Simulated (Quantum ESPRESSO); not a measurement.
## CoO: orders under volume

Wanted: the trend of the moments of CoO with volume.

Program: Quantum ESPRESSO 7.5. Level of theory: PBE with U = 3.5 eV on Co d (ortho-atomic projectors); plane waves with GBRV 1.5 PBE potentials, no spin-orbit coupling. Results are calculated unless marked as measured.

Most raw output is cut from this account.

### 1. The structure

Symmetry: I4/mmm, No. 139, tetragonal system. Conventional cell: a = 3.016 Å, b = 3.016 Å, c = 4.214 Å, α = 90.00°, β = 90.00°, γ = 90.00°. Nearest to Co lie 6 O at 2.11 to 2.13 Å. O has 6 Co at 2.11 to 2.13 Å nearest. Farther neighbours and most contacts between anions are not listed.

The cell comes from the Crystallography Open Database.

### 2. Volume 0.92, ferro +

All lengths scale alike; the factor is that of the volume. Atoms keep their fractional places. Seeded atoms are those given a starting moment.

Input file pw.in:

```
&CONTROL
  calculation = 'scf'
  prefix = 'pwscf'
  outdir = './tmp'
  pseudo_dir = './pseudo'
  disk_io = 'nowf'
  tprnfor = .true.
  tstress = .true.
/
&SYSTEM
  ibrav = 0
  nat = 2
  ntyp = 2
  ecutwfc = 40
  ecutrho = 280
  nbnd = 20
  occupations = 'smearing'
  smearing = 'fd'
  degauss = 0.00367493
  nspin = 2
  starting_magnetization(1) = 0.1765
  starting_magnetization(2) = 0
/
&ELECTRONS
  conv_thr = 4d-09
  electron_maxstep = 150
  mixing_beta = 0.3
/
ATOMIC_SPECIES
Co     58.9332 co_pbe_v1.2.uspp.F.UPF
O      15.9990 o_pbe_v1.2.uspp.F.UPF
CELL_PARAMETERS angstrom
  -1.4666639499    1.4666639499    2.0494854092
   1.4666639499   -1.4666639499    2.0494854092
   1.4666639499    1.4666639499   -2.0494854092
ATOMIC_POSITIONS crystal
Co      0.0000000000    0.0000000000    0.0000000000
O       0.5000000000    0.5000000000    0.0000000000
K_POINTS automatic
10 10 10 0 0 0
HUBBARD {ortho-atomic}
U Co-3d 3.5000
```

Command:

```bash
OMP_NUM_THREADS=1 mpirun -n 2 pw.x -nk 2 -in pw.in > pw.out
```

Elapsed: 48 s, on 2 MPI ranks of Intel Xeon at 2.70GHz, shared host; peak memory 0.19 GiB.

Spin moment in the atom's sphere by atom:

```tsv
atom	spin moment in the atom's sphere (μB)
Co1	2.52
O2	0.25
```

Numbers from this step:

| Item | Value |
| --- | --- |
| smearing term TS | 0.03375 eV |
| pressure | 23.18 GPa |
| magnetization | 2.886 μB |
| absolute magnetization | 2.913 μB |
| final state | ferromagnetic |

### 3. Volume 0.92, antiferro q=(1/2,1/2,1/2) +-

The wavevector q is in fractions of the reciprocal vectors of the crystal's primitive cell, as the cells of these inputs are built from it; moments change sign between cells as cos(2π q·R).

Input file pw.in:

```
&CONTROL
  calculation = 'scf'
  prefix = 'pwscf'
  outdir = './tmp'
  pseudo_dir = './pseudo'
  disk_io = 'nowf'
  tprnfor = .true.
  tstress = .true.
/
&SYSTEM
  ibrav = 0
  nat = 4
  ntyp = 3
  ecutwfc = 40
  ecutrho = 280
  nbnd = 32
  occupations = 'smearing'
  smearing = 'fd'
  degauss = 0.00367493
  nspin = 2
  starting_magnetization(1) = 0.1765
  starting_magnetization(2) = -0.1765
  starting_magnetization(3) = 0
/
&ELECTRONS
  conv_thr = 8d-09
  electron_maxstep = 150
  mixing_beta = 0.3
/
ATOMIC_SPECIES
Co1    58.9332 co_pbe_v1.2.uspp.F.UPF
Co2    58.9332 co_pbe_v1.2.uspp.F.UPF
O      15.9990 o_pbe_v1.2.uspp.F.UPF
CELL_PARAMETERS angstrom
  -2.9333278999    2.9333278999    4.0989708185
   0.0000000000    0.0000000000    4.0989708185
   0.0000000000    2.9333278999    0.0000000000
ATOMIC_POSITIONS crystal
Co1     0.0000000000    0.0000000000    0.0000000000
Co2     0.5000000000    0.0000000000    0.0000000000
O       0.0000000000    0.5000000000    0.0000000000
O       0.5000000000    0.5000000000    0.0000000000
K_POINTS automatic
5 10 10 0 0 0
HUBBARD {ortho-atomic}
U Co1-3d 3.5000
U Co2-3d 3.5000
```

The job ended after 17 min (2 MPI ranks; peak memory 0.29 GiB).

Residual by cycle:

cycle, log10 residual and a bar from the least value:
```
        1        2.2 ##############################
       15       -1.7 ##
       28       -2.0 
       42       -1.8 ##
       55       -1.9 #
       69       -1.4 #####
       82       -1.5 ####
       96       -1.7 ##
      109       -1.8 #
      123       -1.0 #######
      136       -1.4 #####
      150       -1.3 #####
```

After 150 cycles the residual stands at 0.052, against 0.062 at cycle 76 and a least value of 0.0071. The cap of 150 cycles in the input ended the loop.

### 4. Volume 0.92, no spin polarisation

Input file pw.in:

```
&CONTROL
  calculation = 'scf'
  prefix = 'pwscf'
  outdir = './tmp'
  pseudo_dir = './pseudo'
  disk_io = 'nowf'
  tprnfor = .true.
  tstress = .true.
/
&SYSTEM
  ibrav = 0
  nat = 2
  ntyp = 2
  ecutwfc = 40
  ecutrho = 280
  nbnd = 18
  occupations = 'smearing'
  smearing = 'fd'
  degauss = 0.00367493
/
&ELECTRONS
  conv_thr = 4d-09
  electron_maxstep = 150
  mixing_beta = 0.3
/
ATOMIC_SPECIES
Co     58.9332 co_pbe_v1.2.uspp.F.UPF
O      15.9990 o_pbe_v1.2.uspp.F.UPF
CELL_PARAMETERS angstrom
  -1.4666639499    1.4666639499    2.0494854092
   1.4666639499   -1.4666639499    2.0494854092
   1.4666639499    1.4666639499   -2.0494854092
ATOMIC_POSITIONS crystal
Co      0.0000000000    0.0000000000    0.0000000000
O       0.5000000000    0.5000000000    0.0000000000
K_POINTS automatic
10 10 10 0 0 0
HUBBARD {ortho-atomic}
U Co-3d 3.5000
```

Run time: 27 s. Hardware: 2 MPI ranks; peak memory 0.17 GiB.

Read from the output:

```
smearing term TS : 0.02039 eV
pressure         : -1.655 GPa
final state      : non-magnetic (no spin polarisation)
```

### 5. Volume 1.08, ferro +

pw.in: that of step 4 with these lines changed.

```diff
@@ -15,3 +15,3 @@
   ecutrho = 280
-  nbnd = 18
+  nbnd = 20
   occupations = 'smearing'
@@ -19,2 +19,5 @@
   degauss = 0.00367493
+  nspin = 2
+  starting_magnetization(1) = 0.1765
+  starting_magnetization(2) = 0
 /
@@ -29,5 +32,5 @@
 CELL_PARAMETERS angstrom
-  -1.4666639499    1.4666639499    2.0494854092
-   1.4666639499   -1.4666639499    2.0494854092
-   1.4666639499    1.4666639499   -2.0494854092
+  -1.5471862366    1.5471862366    2.1620055619
+   1.5471862366   -1.5471862366    2.1620055619
+   1.5471862366    1.5471862366   -2.1620055619
 ATOMIC_POSITIONS crystal
```

Elapsed: 36 s, on 2 MPI ranks; peak memory 0.21 GiB.

Numbers from this step:

- smearing term TS: 0.03923 eV
- pressure: -8.904 GPa
- magnetization: 2.997 μB
- absolute magnetization: 3.026 μB
- final state: ferromagnetic
- largest moment: 2.624 μB

### 6. An input with a fault

As a test, an input with a fault in it is run.

pw.in: that of step 5 with these lines changed.

```diff
@@ -18,3 +18,3 @@
   smearing = 'fd'
-  degauss = 0.00367493
+  degauss = 0.5
   nspin = 2
@@ -25,3 +25,3 @@
   conv_thr = 4d-09
-  electron_maxstep = 150
+  electron_maxstep = 75
   mixing_beta = 0.3
@@ -32,5 +32,5 @@
 CELL_PARAMETERS angstrom
-  -1.5471862366    1.5471862366    2.1620055619
-   1.5471862366   -1.5471862366    2.1620055619
-   1.5471862366    1.5471862366   -2.1620055619
+  -1.5080000000    1.5080000000    2.1072475377
+   1.5080000000   -1.5080000000    2.1072475377
+   1.5080000000    1.5080000000   -2.1072475377
 ATOMIC_POSITIONS crystal
```

Run time: 31 s. Hardware: 2 MPI ranks; peak memory 0.2 GiB; 62 s of CPU time.

Convergence was reached, yet the input spoils the result.

The fault in the input: a smearing width of 0.5 Ry, which is 6.8 eV.

Side by side:

```tsv
quantity	this run	same start on sound input	difference
largest moment (μB)	0	2.5985	-2.60
magnetization (μB)	0	2.985	-2.98
absolute magnetization (μB)	0	3.013	-3.01
```

The two runs differ clearly in the largest moment: 0 μB against 2.60 μB.

### 7. Trends

The runs not shown differ from these in the moved quantity alone.

States, by row:

```tsv
volume	ferro +	antiferro q=(1/2,1/2,1/2) +-	no spin polarisation
0.92	ferromagnetic	-	non-magnetic
0.96	ferromagnetic	-	non-magnetic
1	ferromagnetic	antiferromagnetic	non-magnetic
1.04	ferromagnetic	antiferromagnetic	non-magnetic
1.08	ferromagnetic	antiferromagnetic	non-magnetic
```

Table of largest site moment by volume:

```tsv
volume (factor)	ferro + (μB)	antiferro q=(1/2,1/2,1/2) +- (μB)
0.9200	2.52	-
0.9600	2.57	-
1.0000	2.60	2.36
1.0400	2.61	2.54
1.0800	2.62	2.56
```

Table of energy less that of the parallel start by volume; values in meV a seeded atom:

```tsv
volume (factor)	antiferro q=(1/2,1/2,1/2) +-	no spin polarisation
0.9200	-	485
0.9600	-	598
1.0000	44.5	700
1.0400	-88.3	791
1.0800	-97.0	872
```

The energy over the lowest by volume; values in meV an atom:

```tsv
volume (factor)	ferro +	antiferro q=(1/2,1/2,1/2) +-	no spin polarisation
0.9200	108	-	351
0.9600	65.4	-	364
1.0000	45.3	67.6	395
1.0400	44.2	0	440
1.0800	58.4	9.89	494
```

### 8. Results

| Item | Value |
| --- | --- |
| moment, parallel start | 2.52 to 2.62 μB |
| states met from these starts | antiferromagnetic and ferromagnetic |

What this shows: The moment of the parallel start goes from 2.52 μB at 0.92 to 2.62 μB at 1.08. The net moment of the cell goes from 2.89 to 3.00 μB. The radius of the spheres follows the nearest distance, so part of the change of the site moments is the spheres'. The largest moment of the start antiferro q=(1/2,1/2,1/2) +- lies between 2.36 and 2.56 μB. Dashes mark runs that did not finish or were not started for lack of time. Under a U these runs seem to end in unlike orbital states: the fillings of their corrected shells differ, or their energies lie too far apart for exchange alone. The differences are then no exchange energies, and the ranking says little of the magnetic order. Seeding all runs from one set of occupation matrices is the usual remedy. The smearing term is large for its width, so states at the Fermi level are partly filled: at this level the cell is a metal or has a gap of a few widths at most. Degenerate orbitals of a corrected shell are partly filled. Whether a state of lower symmetry lies under this one was not tested; under a U it often does.

[Logs and program files are shortened in this print: banners, set-up blocks, solver, clock and traceback lines can be left out without a mark of their own.]

[Logs are printed without paths, hosts, clocks, repeated set-up lines and the standing remarks that a program may print on its own settings, such as how far it seeks lower states.]

[Hosts, paths, dates, database ids (printed as entryN), source tags and the programs' standing remarks are cut or masked in the printed files.]

[Where a cell is said to come from a database of computed structures, the database is the Materials Project.]
